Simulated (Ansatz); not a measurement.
# AlN: the cost of one run

Computed with Ansatz 0.2.0 (DFT PBE, scalar-relativistic, plane waves, PAW, unless a step's input says otherwise).

1 further run of the same task is left out (set aside as unsound or not needed).

## Step 1: Starting point

It takes space group P6_3mc (No. 186, hexagonal). The conventional cell has a = 3.130 Å, b = 3.130 Å, c = 5.018 Å, α = 90.00°, β = 90.00°, γ = 120.00°. Al (site symmetry 3m) is surrounded by 4 N at 1.90 to 1.91 Å. N (site symmetry 3m) has 4 Al at 1.90 to 1.91 Å as nearest neighbours.

Structure file:

```
CELL_PARAMETERS angstrom
3.13024 0.00000 0.00000
-1.56512 2.71087 0.00000
0.00000 0.00000 5.01798
ATOMIC_POSITIONS crystal
Al 0.33333 0.66667 0.00173
Al 0.66667 0.33333 0.50173
N 0.33333 0.66667 0.38327
N 0.66667 0.33333 0.88327
```

It is the result of an earlier relaxation at this level (volume 10.65 Å³/atom; gap on the mesh: 4.03 eV).

## Step 2: The slab

Planes are indexed in the bulk's conventional cell (P6_3mc (No. 186)), a = 3.130 Å, b = 3.130 Å, c = 5.018 Å, α = 90.00°, β = 90.00°, γ = 120.00°.

A (100) slab, 6.3 Å thick as cut, with 16 Å of vacuum, in a 2×1 surface cell; its outer planes are AlN (top) and AlN (bottom).

The slab as cut. Its planes from the bottom up:

| plane | atoms per cell | height over the lowest (Å) |
| --- | --- | --- |
| 1 | Al2N2 | 0.00 |
| 2 | Al2N2 | 0.90 |
| 3 | Al2N2 | 2.71 |
| 4 | Al2N2 | 3.61 |
| 5 | Al2N2 | 5.42 |
| 6 | Al2N2 | 6.33 |

## Step 3: Relaxing the clean slab

input.yaml reads:

```yaml
crystal:
  lattice:
    - [6.260479125, 0.0, 0.0]
    - [0.0, 5.0179796543, 0.0]
    - [0.0, 0.0, 22.3253562891]
  atoms:
    - { symbol: Al, position: [0.5, 0.9982712825, 0.3583369464] }
    - { symbol: Al, position: [0.0, 0.9982712825, 0.3583369464] }
    - { symbol: "N", position: [0.5, 0.6167287175, 0.3583369464] }
    - { symbol: "N", position: [0.0, 0.6167287175, 0.3583369464] }
    - { symbol: Al, position: [0.75, 0.4982712825, 0.3988121046] }
    - { symbol: Al, position: [0.25, 0.4982712825, 0.3988121046] }
    - { symbol: "N", position: [0.75, 0.1167287175, 0.3988121046] }
    - { symbol: "N", position: [0.25, 0.1167287175, 0.3988121046] }
    - { symbol: Al, position: [0.75, 0.9982712825, 0.4797624209] }
    - { symbol: Al, position: [0.25, 0.9982712825, 0.4797624209] }
    - { symbol: "N", position: [0.75, 0.6167287175, 0.4797624209] }
    - { symbol: "N", position: [0.25, 0.6167287175, 0.4797624209] }
    - { symbol: Al, position: [0.0, 0.4982712825, 0.5202375791] }
    - { symbol: Al, position: [0.5, 0.4982712825, 0.5202375791] }
    - { symbol: "N", position: [0.0, 0.1167287175, 0.5202375791] }
    - { symbol: "N", position: [0.5, 0.1167287175, 0.5202375791] }
    - { symbol: Al, position: [0.0, 0.9982712825, 0.6011878954] }
    - { symbol: Al, position: [0.5, 0.9982712825, 0.6011878954] }
    - { symbol: "N", position: [0.0, 0.6167287175, 0.6011878954] }
    - { symbol: "N", position: [0.5, 0.6167287175, 0.6011878954] }
    - { symbol: Al, position: [0.25, 0.4982712825, 0.6416630536] }
    - { symbol: Al, position: [0.75, 0.4982712825, 0.6416630536] }
    - { symbol: "N", position: [0.25, 0.1167287175, 0.6416630536] }
    - { symbol: "N", position: [0.75, 0.1167287175, 0.6416630536] }
basis:
  ecutwfc: 420
kpoints:
  mp_grid: { grid: [3, 3, 1] }
hamiltonian:
  xc: pbe
scf:
  occupations: { method: gaussian, width: 0.05 }
output:
  forces: true
  eigenvalues: true
  write_density: true
  write_potential: true
  elf: true
  volumetric_format: npy
relax:
  adjacent_minimum: "off"
  f_tol: 0.03
  max_steps: 70
  constraints: [{ sites: [0, 1, 2, 3, 4, 5, 6, 7, 8, 9, 10, 11] }]
efield:
  axis: 3
  dipole_correction: true
  ramp_width: 0.04
```

Started as:

```sh
$ ansatz run input.yaml --threads 2 --pin off --max-ram 5120MiB --backend cpu --events-out ev --progress --plain --runs-dir out
```

What time and memory should one allow on 2 threads of Arm Neoverse V1, shared host?

About 95 s, with a peak of 0.91 GiB.
